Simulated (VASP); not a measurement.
# Co (P6_3/mmc) in VASP: notebook

One crystal, Co, is run at these levels: LDA, PBE, PBEsol; tasks: band structure.

Everything below comes from runs of VASP 6.6.1. Logs are shortened: lines on timing, memory, paths and dates and some standing lists are left out, and cuts for length are marked.

## Step 1: The structure

Symmetry: P6_3/mmc, No. 194, hexagonal system. The conventional cell has a = 2.427 Å, b = 2.427 Å, c = 3.913 Å, α = 90.00°, β = 90.00°, γ = 120.00°. Co (site symmetry -6m2) has 12 Co at 2.41 to 2.43 Å as nearest neighbours.

## Step 2: Band structure, LDA, collinear spin, ferromagnetic start

Contents of INCAR:

```
PREC = Accurate
ENCUT = 520
EDIFF = 1E-6
ISMEAR = 1
SIGMA = 0.1
LREAL = False
LASPH = True
NELM = 150
ALGO = Normal
ISIF = 2
LWAVE = False
LCHARG = False
ISPIN = 2
MAGMOM = 3 3
LORBIT = 11
LMAXMIX = 4
GGA = CA
NBANDS = 20
AMIX = 0.2
BMIX = 1E-4
AMIX_MAG = 0.8
BMIX_MAG = 1E-4
ICORELEVEL = 1
```

Contents of KPOINTS:

```
Automatic mesh
0
Gamma
  18 18 9
```

Contents of POSCAR:

```
Co                                      
1.0
    2.4265259347     -0.0000000000      0.0000000000
   -1.2132629673      2.1014331047     -0.0000000000
    0.0000000000      0.0000000000      3.9133673049
  Co            
     2
Direct
     0.3333333300000021    0.6666666699999979    0.2500000000000000
     0.6666666699999979    0.3333333300000021    0.7500000000000000
```

Contents of KPOINTS_OPT:

```
explicit points
96
Reciprocal
 0.0000000000  0.0000000000  0.0000000000 1
 0.0555555556  0.0000000000  0.0000000000 1
 0.1111111111  0.0000000000  0.0000000000 1
 0.1666666667  0.0000000000  0.0000000000 1
 0.2222222222  0.0000000000  0.0000000000 1
 0.2777777778  0.0000000000  0.0000000000 1
 0.3333333333  0.0000000000  0.0000000000 1
 0.3888888889  0.0000000000  0.0000000000 1
 0.4444444444  0.0000000000  0.0000000000 1
 0.5000000000  0.0000000000  0.0000000000 1
 0.5000000000  0.0000000000  0.0000000000 1
 0.4814814815  0.0370370370  0.0000000000 1
 0.4629629630  0.0740740741  0.0000000000 1
 0.4444444444  0.1111111111  0.0000000000 1
 0.4259259259  0.1481481481  0.0000000000 1
 0.4074074074  0.1851851852  0.0000000000 1
 0.3888888889  0.2222222222  0.0000000000 1
 0.3703703703  0.2592592592  0.0000000000 1
 0.3518518518  0.2962962963  0.0000000000 1
 0.3333333333  0.3333333333  0.0000000000 1
 0.3333333333  0.3333333333  0.0000000000 1
 0.2962962963  0.2962962963  0.0000000000 1
 0.2592592592  0.2592592592  0.0000000000 1
 0.2222222222  0.2222222222  0.0000000000 1
 0.1851851852  0.1851851852  0.0000000000 1
 0.1481481481  0.1481481481  0.0000000000 1
 0.1111111111  0.1111111111  0.0000000000 1
 0.0740740741  0.0740740741  0.0000000000 1
 0.0370370370  0.0370370370  0.0000000000 1
 0.0000000000  0.0000000000  0.0000000000 1
 0.0000000000  0.0000000000  0.0000000000 1
 0.0000000000  0.0000000000  0.0555555556 1
 0.0000000000  0.0000000000  0.1111111111 1
 0.0000000000  0.0000000000  0.1666666667 1
 0.0000000000  0.0000000000  0.2222222222 1
 0.0000000000  0.0000000000  0.2777777778 1
 0.0000000000  0.0000000000  0.3333333333 1
 0.0000000000  0.0000000000  0.3888888889 1
 0.0000000000  0.0000000000  0.4444444444 1
 0.0000000000  0.0000000000  0.5000000000 1
 0.0000000000  0.0000000000  0.5000000000 1
 0.0555555556  0.0000000000  0.5000000000 1
 0.1111111111  0.0000000000  0.5000000000 1
 0.1666666667  0.0000000000  0.5000000000 1
 0.2222222222  0.0000000000  0.5000000000 1
 0.2777777778  0.0000000000  0.5000000000 1
 0.3333333333  0.0000000000  0.5000000000 1
 0.3888888889  0.0000000000  0.5000000000 1
 0.4444444444  0.0000000000  0.5000000000 1
 0.5000000000  0.0000000000  0.5000000000 1
 0.5000000000  0.0000000000  0.5000000000 1
 0.4814814815  0.0370370370  0.5000000000 1
 0.4629629630  0.0740740741  0.5000000000 1
 0.4444444444  0.1111111111  0.5000000000 1
 0.4259259259  0.1481481481  0.5000000000 1
 0.4074074074  0.1851851852  0.5000000000 1
 0.3888888889  0.2222222222  0.5000000000 1
 0.3703703703  0.2592592592  0.5000000000 1
 0.3518518518  0.2962962963  0.5000000000 1
 0.3333333333  0.3333333333  0.5000000000 1
 0.3333333333  0.3333333333  0.5000000000 1
 0.2962962963  0.2962962963  0.5000000000 1
 0.2592592592  0.2592592592  0.5000000000 1
 0.2222222222  0.2222222222  0.5000000000 1
 0.1851851852  0.1851851852  0.5000000000 1
 0.1481481481  0.1481481481  0.5000000000 1
 0.1111111111  0.1111111111  0.5000000000 1
 0.0740740741  0.0740740741  0.5000000000 1
 0.0370370370  0.0370370370  0.5000000000 1
 0.0000000000  0.0000000000  0.5000000000 1
 0.5000000000  0.0000000000  0.5000000000 1
 0.5000000000  0.0000000000  0.4444444444 1
 0.5000000000  0.0000000000  0.3888888889 1
 0.5000000000  0.0000000000  0.3333333333 1
 0.5000000000  0.0000000000  0.2777777778 1
 0.5000000000  0.0000000000  0.2222222222 1
 0.5000000000  0.0000000000  0.1666666667 1
 0.5000000000  0.0000000000  0.1111111111 1
 0.5000000000  0.0000000000  0.0555555556 1
 0.5000000000  0.0000000000  0.0000000000 1
 0.3333333333  0.3333333333  0.0000000000 1
 0.3333333333  0.3333333333  0.0555555556 1
 0.3333333333  0.3333333333  0.1111111111 1
 0.3333333333  0.3333333333  0.1666666667 1
 0.3333333333  0.3333333333  0.2222222222 1
 0.3333333333  0.3333333333  0.2777777778 1
 0.3333333333  0.3333333333  0.3333333333 1
 0.3333333333  0.3333333333  0.3888888889 1
 0.3333333333  0.3333333333  0.4444444444 1
 0.3333333333  0.3333333333  0.5000000000 1
 0.0000000000  0.0000000000  0.0000000000 1
 0.0000000000  0.0000000000  0.5000000000 1
 0.3333333333  0.3333333333  0.5000000000 1
 0.3333333333  0.3333333333  0.0000000000 1
 0.5000000000  0.0000000000  0.5000000000 1
 0.5000000000  0.0000000000  0.0000000000 1
```

Potentials or basis: VASP PAW LDA potentials, release 64 (Co).

Started as:

```console
cat potpaw_LDA.64/Co/POTCAR > POTCAR
mpirun -np 1 vasp_std > vasp.out
```

OUTCAR:

```text
PREC = Accurate
   ENCUT = 520
   EDIFF = 1E-6
   ISMEAR = 1
   LREAL = False
   LASPH = True
   NELM = 150
   ISIF = 2
   ISPIN = 2
   LORBIT = 11
   GGA = CA
   AMIX = 0.2
   AMIX_MAG = 0.8

 ion  position               nearest neighbor table
   1  0.333  0.667  0.250-   2 2.41   2 2.41   2 2.41   2 2.41   2 2.41   2 2.41
   2  0.667  0.333  0.750-   1 2.41   1 2.41   1 2.41   1 2.41   1 2.41   1 2.41

  LATTYP: Found a hexagonal cell.
 ALAT       =     2.4265259347
 C/A-ratio  =     1.6127448913

  Lattice vectors:

 A1 = (   2.4265259347,   0.0000000000,   0.0000000000)
 A2 = (  -1.2132629673,   2.1014331047,   0.0000000000)
 A3 = (   0.0000000000,   0.0000000000,   3.9133673049)

Analysis of symmetry for initial positions (statically):
=====================================================================
 Subroutine PRICEL returns:
 Original cell was already a primitive cell.

 Routine SETGRP: Setting up the symmetry group for a
 hexagonal supercell.

 Subroutine GETGRP returns: Found 24 space group operations
 (whereof 12 operations were pure point group operations)
 out of a pool of 24 trial point group operations.

The static configuration has the point symmetry D_3d.
 The point group associated with its full space group is D_6h.

Analysis of symmetry for dynamics (positions and initial velocities):
=====================================================================
 Subroutine PRICEL returns:
 Original cell was already a primitive cell.

 Routine SETGRP: Setting up the symmetry group for a
 hexagonal supercell.

 Subroutine GETGRP returns: Found 24 space group operations
 (whereof 12 operations were pure point group operations)
 out of a pool of 24 trial point group operations.

The dynamic configuration has the point symmetry D_3d.
 The point group associated with its full space group is D_6h.

Analysis of structural, dynamic, and magnetic symmetry:
=====================================================================
 Subroutine PRICEL returns:
 Original cell was already a primitive cell.

 Routine SETGRP: Setting up the symmetry group for a
 hexagonal supercell.

 Subroutine GETGRP returns: Found 24 space group operations
 (whereof 12 operations were pure point group operations)
 out of a pool of 24 trial point group operations.

The overall configuration has the point symmetry D_3d.
 The point group associated with its full space group is D_6h.

 Subroutine INISYM returns: Found 24 space group operations
[... 122 lines left out ...]
   GGA     = CA    functional components
   LHFCALC =     F    Hartree Fock is set to
   AEXX    =    0.0000 exact exchange contribution
   IVDW    =     0    specifies the selected vdW correction
   LEPSILON=     F    determine dielectric tensor
   LRPA    =     F    only Hartree local field effects (RPA)
 spin polarized calculation
 Methfessel and Paxton  Order N= 1 SIGMA  =   0.10
  energy-cutoff  :      520.00
  volume of cell :       19.95
 maximum number of plane-waves:       555
   NGX =  9   NGY =  9   NGZ = 15

 number of electron      17.9999995 magnetization       3.0204804

 Free energy of the ion-electron system (eV)
  ---------------------------------------------------
  ext. energy  EPLUGINS =         0.00000000
  ---------------------------------------------------
  free energy    TOTEN  =       -16.24996744 eV

  energy without entropy =      -16.24948479  energy(sigma->0) =      -16.24980656

 the core state eigenenergies are
   1-  1s  -7537.2619  2s   -876.9320  2p   -750.2348  3s    -82.8223  3p    -46.6764

   2-  1s  -7537.2619  2s   -876.9320  2p   -750.2348  3s    -82.8223  3p    -46.6764

 E-fermi :  11.1196     XC(G=0): -14.2361

 val. band max:       11.1175980932   @ k =   0.3333   0.1111   0.4444
 cond. band min:      11.1259432603   @ k =   0.0556   0.0556   0.2222
 fundamental gap:      0.0083451671
 Fermi energy:        11.1196192933

 spin component 1

 k-point     1 :       0.0000    0.0000    0.0000
  band No.  band energies     occupation
      1       1.7513      1.00000
      2       5.6846      1.00000
      3       8.5715      1.00000
      4       8.5830      1.00000
      5       8.5830      1.00000
      6       8.9522      1.00000
[... 541 lines left out ...]
     19      35.0648      0.00000
     20      37.5704      0.00000

 [... further k-points ...]

 spin component 2

 k-point     1 :       0.0000    0.0000    0.0000
  band No.  band energies     occupation
      1       1.9431      1.00000
      2       6.5628      1.00000
      3       9.9652      1.00000
      4       9.9667      1.00000
      5       9.9667      1.00000
      6      10.3819      1.00000
[... 541 lines left out ...]
     19      35.4664      0.00000
     20      38.0499      0.00000

 [... further k-points ...]

------------------------ aborting loop because EDIFF is reached ----------------------------------------

  FORCE on cell =-STRESS in cart. coord.  units (eV):
  Direction    XX          YY          ZZ          XY          YZ          ZX
  --------------------------------------------------------------------------------------
  -------------------------------------------------------------------------------------
  Total        0.0061187      0.0061187      0.0029484      0.0000000      0.0000000      0.0000000
  in kB        0.4912716      0.4912716      0.2367262      0.0000000      0.0000000      0.0000000
  external PRESSURE =       0.4064231 kB  Pullay stress =       0.0000000 kB

 VOLUME and BASIS-vectors are now :
 -----------------------------------------------------------------------------
  energy-cutoff  :      520.00
  volume of cell :       19.95
      direct lattice vectors                 reciprocal lattice vectors
     2.426525935  0.000000000  0.000000000     0.412111812  0.237932865  0.000000000
    -1.213262967  2.101433105  0.000000000     0.000000000  0.475865731  0.000000000
     0.000000000  0.000000000  3.913367305     0.000000000  0.000000000  0.255534409

 POSITION                                       TOTAL-FORCE (eV/Angst)
 -----------------------------------------------------------------------------------
     -0.00000      1.40096      0.97834        -0.000000     -0.000000      0.000000
      1.21326      0.70048      2.93503         0.000000      0.000000      0.000000
 -----------------------------------------------------------------------------------
    total drift:                                0.000000     -0.000000     -0.000000

  FREE ENERGIE OF THE ION-ELECTRON SYSTEM (eV)
  ---------------------------------------------------
  free  energy   TOTEN  =       -16.2499674395 eV

  energy  without entropy=      -16.2494847882  energy(sigma->0) =      -16.24980656

 total charge

# of ion       s       p       d       tot
------------------------------------------
    1        0.525   0.593   7.340   8.458
    2        0.525   0.593   7.340   8.458
--------------------------------------------------
tot          1.050   1.185  14.680  16.916

 magnetization (x)

# of ion       s       p       d       tot
------------------------------------------
    1       -0.013  -0.039   1.554   1.503
    2       -0.013  -0.039   1.554   1.503
--------------------------------------------------
tot         -0.026  -0.077   3.108   3.005
```

Wall time 67 s (1 thread of Intel Xeon 6975P-C (Granite Rapids), shared host); peak memory 0.27 GiB.

Results:

```
Free energy                                           : -16.2500 eV
Pressure                                              : 0.0 GPa
Band gap along the path                               : none (metal or under the smearing width)
Net moment                                            : 3.02 μB per cell
Site moments                                          : Co +1.50 μB
Valence electrons inside the program's atomic spheres : Co 8.46
```

Core levels (eV, on the scale of the bands):
```
atom                                                levels
1 Co  1s -7537.3, 2s -876.9, 2p -750.2, 3s -82.8, 3p -46.7
2 Co  1s -7537.3, 2s -876.9, 2p -750.2, 3s -82.8, 3p -46.7
```

## Step 3: Band structure, PBE, collinear spin, ferromagnetic start

This run uses another cell than the first one, of 10.80 Å³/atom, 1.082 times its volume.

Contents of INCAR:

```
PREC = Accurate
ENCUT = 520
EDIFF = 1E-6
ISMEAR = 1
SIGMA = 0.1
LREAL = F
LASPH = T
NELM = 150
ALGO = Normal
ISIF = 2
LWAVE = F
LCHARG = F
ISPIN = 2
MAGMOM = 3 3
LORBIT = 11
LMAXMIX = 4
GGA = PE
NBANDS = 20
AMIX = 0.2
BMIX = 1E-4
AMIX_MAG = 0.8
BMIX_MAG = 1E-4
ICORELEVEL = 1
```

Contents of KPOINTS:

```
regular mesh
0
Gamma
  18 18 9
```

Contents of POSCAR:

```
Co                                      
1.0
    2.4887480685     -0.0000000000      0.0000000000
   -1.2443740342      2.1553190535     -0.0000000000
    0.0000000000     -0.0000000000      4.0261543326
  Co            
     2
Direct
     0.3333333300000021    0.6666666699999979    0.2500000000000000
     0.6666666699999979    0.3333333300000021    0.7500000000000000
```

Contents of KPOINTS_OPT:

```
explicit points
186
Reciprocal
 0.0000000000  0.0000000000  0.0000000000 1
 0.0263157895  0.0000000000  0.0000000000 1
 0.0526315789  0.0000000000  0.0000000000 1
 0.0789473684  0.0000000000  0.0000000000 1
 0.1052631579  0.0000000000  0.0000000000 1
 0.1315789474  0.0000000000  0.0000000000 1
[... 178 lines left out ...]
 0.5000000000  0.0000000000  0.5000000000 1
 0.5000000000  0.0000000000  0.0000000000 1
```

Potentials or basis: VASP PAW PBE potentials, release 64 (Co).

Started as:

```console
cat potpaw_PBE.64/Co/POTCAR > POTCAR
mpirun -np 1 vasp_std > vasp.out
```

Run time: 93 s. Hardware: 1 thread of Intel Xeon 6975P-C (Granite Rapids), shared host; peak memory 0.3 GiB.

Results (log left out):

| Property | Result |
| --- | --- |
| Free energy | -14.0713 eV |
| Pressure | 0.0 GPa |
| Band gap along the path | none (metal or under the smearing width) |
| Net moment | 3.16 μB per cell |
| Site moments | Co +1.60 μB |
| Valence electrons inside the program's atomic spheres | Co 8.28 |

Levels at the corners of the path, in eV from the Fermi level:
Spin up:
| point | band 6 | band 7 | band 8 | band 9 | band 10 | band 11 | band 12 | band 13 | band 14 | band 15 |
| --- | --- | --- | --- | --- | --- | --- | --- | --- | --- | --- |
| Γ | -2.27 | -2.27 | -1.92 | -1.92 | -0.81 | -0.81 | -0.07 | 6.40 | 22.03 | 24.64 |
| M | -2.51 | -2.17 | -0.68 | -0.59 | -0.53 | 1.33 | 3.35 | 9.74 | 10.39 | 12.79 |
| M | -2.51 | -2.17 | -0.68 | -0.59 | -0.53 | 1.33 | 3.35 | 9.74 | 10.39 | 12.79 |
| K | -2.85 | -1.91 | -0.91 | -0.91 | -0.80 | 4.51 | 5.34 | 5.34 | 12.42 | 13.16 |
| K | -2.85 | -1.91 | -0.91 | -0.91 | -0.80 | 4.51 | 5.34 | 5.34 | 12.42 | 13.16 |
| Γ | -2.27 | -2.27 | -1.92 | -1.92 | -0.81 | -0.81 | -0.07 | 6.40 | 22.03 | 24.64 |
| Γ | -2.27 | -2.27 | -1.92 | -1.92 | -0.81 | -0.81 | -0.07 | 6.40 | 22.03 | 24.64 |
| A | -2.65 | -2.65 | -2.65 | -1.13 | -1.13 | -1.13 | -1.13 | 15.08 | 15.08 | 22.76 |
| A | -2.65 | -2.65 | -2.65 | -1.13 | -1.13 | -1.13 | -1.13 | 15.08 | 15.08 | 22.76 |
| L | -1.79 | -1.05 | -1.05 | -0.59 | -0.59 | 1.62 | 1.62 | 7.31 | 7.31 | 18.42 |
| L | -1.79 | -1.05 | -1.05 | -0.59 | -0.59 | 1.62 | 1.62 | 7.31 | 7.31 | 18.42 |
| H | -2.93 | -1.88 | -1.88 | -0.76 | -0.76 | 5.75 | 5.75 | 7.35 | 7.35 | 9.61 |
| H | -2.93 | -1.88 | -1.88 | -0.76 | -0.76 | 5.75 | 5.75 | 7.35 | 7.35 | 9.61 |
| A | -2.65 | -2.65 | -2.65 | -1.13 | -1.13 | -1.13 | -1.13 | 15.08 | 15.08 | 22.76 |
| L | -1.79 | -1.05 | -1.05 | -0.59 | -0.59 | 1.62 | 1.62 | 7.31 | 7.31 | 18.42 |
| M | -2.51 | -2.17 | -0.68 | -0.59 | -0.53 | 1.33 | 3.35 | 9.74 | 10.39 | 12.79 |
| K | -2.85 | -1.91 | -0.91 | -0.91 | -0.80 | 4.51 | 5.34 | 5.34 | 12.42 | 13.16 |
| H | -2.93 | -1.88 | -1.88 | -0.76 | -0.76 | 5.75 | 5.75 | 7.35 | 7.35 | 9.61 |
Spin down:
```csv
point,band 6,band 7,band 8,band 9,band 10,band 11
Γ,-0.60,-0.60,-0.18,-0.18,-0.15,1.05
M,-1.04,-0.63,1.17,1.31,1.34,2.54
M,-1.04,-0.63,1.17,1.31,1.34,2.54
K,-1.38,-0.33,0.90,0.90,1.06,5.27
K,-1.38,-0.33,0.90,0.90,1.06,5.27
Γ,-0.60,-0.60,-0.18,-0.18,-0.15,1.05
Γ,-0.60,-0.60,-0.18,-0.18,-0.15,1.05
A,-1.04,-1.04,-1.04,0.71,0.71,0.71
A,-1.04,-1.04,-1.04,0.71,0.71,0.71
L,-0.07,0.25,0.25,1.28,1.28,2.21
L,-0.07,0.25,0.25,1.28,1.28,2.21
H,-1.75,-0.19,-0.19,1.07,1.07,6.35
H,-1.75,-0.19,-0.19,1.07,1.07,6.35
A,-1.04,-1.04,-1.04,0.71,0.71,0.71
L,-0.07,0.25,0.25,1.28,1.28,2.21
M,-1.04,-0.63,1.17,1.31,1.34,2.54
K,-1.38,-0.33,0.90,0.90,1.06,5.27
H,-1.75,-0.19,-0.19,1.07,1.07,6.35
```

Core levels (eV, on the scale of the bands):
```csv
atom,levels
1 Co,"1s -7575.6, 2s -881.8, 2p -752.8, 3s -84.7, 3p -48.0"
2 Co,"1s -7575.6, 2s -881.8, 2p -752.8, 3s -84.7, 3p -48.0"
```

(Part 1 of 2 ends here.)
